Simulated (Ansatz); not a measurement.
**Bands of As**

```yaml
crystal:
  lattice:
    - [1.82500, -5.50000, 0.00000]
    - [1.82500, 5.50000, 0.00000]
    - [0.00000, 0.00000, 4.47000]
  atoms:
    - { symbol: As, position: [0.11000, 0.89000, 0.94000] }
    - { symbol: As, position: [0.61000, 0.39000, 0.56000] }
    - { symbol: As, position: [0.89000, 0.11000, 0.06000] }
    - { symbol: As, position: [0.39000, 0.61000, 0.44000] }
```

Atom numbers follow the list: As1, As2, As3, As4.

The conventional cell has a = 3.650 Å, b = 11.000 Å, c = 4.470 Å, α = 90.00°, β = 90.00°, γ = 90.00°. As (atom 1) is surrounded by 3 As at 2.48 to 2.49 Å.

The cell is COD entry 9013006, as deposited and not checked against the literature; nothing was relaxed.

Level of theory: DFT, PBE, all-electron LAPW, scalar-relativistic (Ansatz 0.2.0).

The runs use a Γ-centred 10×10×8 k mesh, Fermi–Dirac smearing of 0.05 eV, basis error target 1 meV/atom, no spin polarisation.

Points in fractions of the reciprocal vectors of this cell: Γ (0, 0, 0), Y (-0.5, 0.5, 0), C0 (-0.278, 0.722, 0), Σ0 (0.278, 0.278, 0), Z (0, 0, 0.5), A0 (0.278, 0.278, 0.5), E0 (-0.278, 0.722, 0.5), T (-0.5, 0.5, 0.5). The path joins them by straight lines in the order Γ–Y–C0–Σ0–Γ–Z–A0–E0–T; legs that retrace an earlier one aren't tabulated. Energies are in eV from the Fermi level.

**Question.** Metal or insulator at this level of theory?

**Answer.** No gap opens: metallic or semimetallic.

**Question.** Tabulate bands 44 to 49, counted from the lowest band of the run, along the path.

**Answer.** 
| k (1/Å) | point | band 44 | band 45 | band 46 | band 47 | band 48 | band 49 |
| --- | --- | --- | --- | --- | --- | --- | --- |
| 0.00 | Γ | -2.27 | -1.89 | -1.10 | 1.94 | 2.03 | 2.50 |
| 0.14 |  | -2.39 | -1.79 | -0.93 | 1.88 | 1.93 | 2.57 |
| 0.29 |  | -2.55 | -1.57 | -0.52 | 1.40 | 1.81 | 2.62 |
| 0.43 |  | -2.23 | -1.37 | -0.10 | 0.38 | 1.83 | 2.53 |
| 0.57 | Y | -1.72 | -1.29 | -0.37 | 0.08 | 1.96 | 2.40 |
| 0.76 |  | -1.85 | -1.64 | -0.25 | -0.07 | 2.26 | 2.68 |
| 0.95 |  | -2.57 | -1.49 | -0.71 | 0.07 | 1.02 | 2.60 |
| 1.15 |  | -2.82 | -1.62 | -1.61 | 0.36 | 0.50 | 1.50 |
| 1.34 | C0 | -2.74 | -2.30 | -1.98 | 0.59 | 0.68 | 0.69 |
| 1.49 |  | -2.55 | -2.35 | -2.17 | 0.45 | 0.73 | 1.13 |
| 1.64 |  | -2.56 | -2.39 | -2.39 | 0.83 | 0.83 | 1.02 |
| 1.79 |  | -2.55 | -2.35 | -2.17 | 0.45 | 0.73 | 1.13 |
| 1.94 | Σ0 | -2.74 | -2.30 | -1.98 | 0.59 | 0.68 | 0.69 |
| 2.18 |  | -2.12 | -2.09 | -1.61 | 0.55 | 0.78 | 0.79 |
| 2.42 |  | -2.16 | -1.87 | -1.18 | 0.98 | 1.73 | 1.94 |
| 2.66 |  | -2.13 | -2.13 | -1.06 | 2.10 | 2.39 | 3.00 |
| 2.89 | Γ | -2.27 | -1.89 | -1.10 | 1.94 | 2.03 | 2.50 |
| 3.07 |  | -1.86 | -1.85 | -1.52 | 2.05 | 2.30 | 2.40 |
| 3.25 |  | -2.26 | -1.78 | -0.97 | 1.63 | 2.09 | 2.39 |
| 3.42 |  | -1.79 | -1.75 | -0.06 | 0.67 | 1.73 | 1.97 |
| 3.60 | Z | -2.00 | -0.63 | -0.63 | 1.01 | 1.01 | 2.05 |
| 3.84 |  | -3.45 | -1.11 | -1.11 | 1.80 | 1.80 | 3.27 |
| 4.07 |  | -3.94 | -2.52 | -2.52 | 3.27 | 3.27 | 4.20 |
| 4.31 |  | -4.44 | -2.59 | -2.59 | 3.19 | 3.19 | 4.31 |
| 4.55 | A0 | -4.01 | -1.94 | -1.94 | 2.25 | 2.25 | 4.48 |
| 4.70 |  | -4.37 | -1.93 | -1.93 | 2.14 | 2.14 | 4.57 |
| 4.85 |  | -4.66 | -1.87 | -1.87 | 1.98 | 1.98 | 4.59 |
| 5.00 |  | -4.37 | -1.93 | -1.93 | 2.14 | 2.14 | 4.57 |
| 5.15 | E0 | -4.01 | -1.94 | -1.94 | 2.25 | 2.25 | 4.48 |
| 5.35 |  | -3.03 | -1.51 | -1.51 | 1.70 | 1.70 | 3.96 |
| 5.54 |  | -2.15 | -1.03 | -1.03 | 1.30 | 1.30 | 3.05 |
| 5.73 |  | -1.91 | -0.47 | -0.47 | 1.18 | 1.18 | 1.89 |
| 5.92 | T | -1.93 | -1.12 | -1.12 | 1.46 | 1.46 | 1.74 |
